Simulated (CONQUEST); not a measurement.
The system is Sn.

```
CELL_PARAMETERS angstrom
3.19860 0.00000 0.00000
0.00000 5.88028 0.00000
0.00000 0.00000 5.88028
ATOMIC_POSITIONS crystal
Sn 0.00000 0.00000 0.00000
Sn 0.50000 0.50000 0.50000
Sn 0.25000 0.00000 0.50000
Sn 0.75000 0.50000 0.00000
```

| Property | Result |
| --- | --- |
| Program | CONQUEST 1.3 |
| Task | single point |
| Functional | PBE |
| Potentials or basis | PseudoDojo NC PBE, DZP, grid cutoff 120 Ha |
| k mesh | 8 × 5 × 5 |
| Occupations | fermi-dirac, width 0.05 eV |
| Spin | no spin polarisation |

On this cell: pressure 2.0 GPa; largest force under 0.003 eV/Å; band gap on the k mesh none (metal or under the smearing width).

The same run follows on a disturbed copy (atoms moved at random, drawn with an rms of 0.05 Å):

```
Sn
1.0
     3.19860    0.00000    0.00000
     0.00000    5.88028    0.00000
     0.00000    0.00000    5.88028
Sn
4
Direct
  0.00732 0.98795 0.99975
  0.50732 0.48795 0.49975
  0.24730 0.99721 0.50189
  0.74730 0.49721 0.00189
```

What does the disturbed cell give?

The energy (extrapolated to zero smearing) moves by +2.5 meV/atom; pressure 1.9 GPa; largest force 0.186 eV/Å; band gap on the k mesh none (metal or under the smearing width).

Forces on the atoms (eV/Å):
```
Sn  -0.012  0.180  0.045
Sn  -0.012  0.180  0.045
Sn   0.012 -0.176 -0.049
Sn   0.012 -0.176 -0.049
```

Stress tensor (GPa, compression positive):
```
 1.30  0.22 -0.05
 0.22  2.04 -0.01
-0.05 -0.01  2.34
```

Caveats: the box holds several primitive cells, so bands are folded and the points are those of the box's own zone; the basis of atomic orbitals isn't converged, which shifts pressures, moduli and gaps.
